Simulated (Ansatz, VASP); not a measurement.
**One calculation of SrTiO3, two programs**

```xyz
5
Lattice="3.9364 0.0000 0.0000 0.0000 3.9364 0.0000 0.0000 0.0000 3.9364" Properties=species:S:1:pos:R:3 pbc="T T T"
Sr    0.0000    0.0000    0.0000
Ti    1.6082    1.9682    1.9682
O     0.0000    1.9682    1.9682
O     1.9682    0.0000    1.9682
O     1.9682    1.9682    0.0000
```

Alike in both runs: task single point; functional PBE; k mesh 8 × 8 × 8; occupations gaussian, width 0.05 eV; no spin polarisation.

|  | VASP | Ansatz |
| --- | --- | --- |
| version | VASP 6.6.1 | Ansatz 0.2.0 |
| potentials or method | VASP PAW PBE potentials, release 64 (Sr_sv, Ti_sv, O) | scalar-relativistic, plane waves, PAW |
| plane-wave cutoff (eV) | 520 | 420 |
| valence electrons in the cell | 40 | 40 |

```csv
,VASP,Ansatz,Ansatz less VASP
gap on the k mesh at the Fermi level (eV),1.90,1.93,+0.036
least direct gap on the mesh (eV),2.61,2.64,+0.031
pressure (GPa),10.7,9.9,-0.80
largest component of the traceless stress (GPa),16.54,15.83,-0.703
rms of the force components (eV/Å),2.508,2.391,-0.1171
```

Atom by atom the forces differ by 0.120 eV/Å (rms over components). With one functional, cell and mesh, what is left measures potentials, basis and numerics.

Caveats: forces of over 1 eV/Å show positions far from the minimum, so gaps and moduli don't describe the material at rest. A k mesh can miss the band edges.
